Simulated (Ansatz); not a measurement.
**PbTe and the effect of the functional**

The cell as given:

```yaml
crystal:
  lattice:
    - [0.00000, 3.23100, 3.23100]
    - [3.23100, 0.00000, 3.23100]
    - [3.23100, 3.23100, 0.00000]
  atoms:
    - { symbol: Pb, position: [0.00000, 0.00000, 0.00000] }
    - { symbol: Te, position: [0.50000, 0.50000, 0.50000] }
```

Kept alike: task relaxation of cell and atoms; k mesh 7 × 7 × 7; occupations fermi-dirac, width 0.05 eV; no spin polarisation. Program: Ansatz, Ansatz PAW. Cutoffs run from 420 to 500 eV. The mesh is that of the run's cell of 2 atoms. No spin-orbit coupling.

| run | volume (Å³/atom) |
| --- | --- |
| A | 38.211 |
| B | 33.415 |
| C | 32.476 |
| D | 36.434 |
| E | 34.899 |
| F | 36.845 |
| G | 35.469 |

The relaxations keep at least the cell's symmetry (Fm-3m). Relaxations stop with a little pressure left, so the last digits of a volume or edge aren't settled. All rows use potentials made for PBE.

Q: The runs differ in the functional (and the cutoff that goes with it) alone: BLYP; LDA; PBE; PBEsol; RPBE; r2SCAN; revPBE. Which run is which?

A: Run A is BLYP; run B is PBEsol; run C is LDA; run D is revPBE; run E is r2SCAN; run F is RPBE; run G is PBE. The volume runs from 32.476 (LDA) to 38.211 Å³/atom (BLYP). From PBE: BLYP +2.742; LDA -2.993; PBEsol -2.054; RPBE +1.376; r2SCAN -0.570; revPBE +0.965. Measured: 33.71 Å³/atom at 300 K (pmc:10701875, doi:10.1021/acsomega.3c06502); nearest PBEsol, 0.29 Å³/atom off. The runs are for a static lattice.
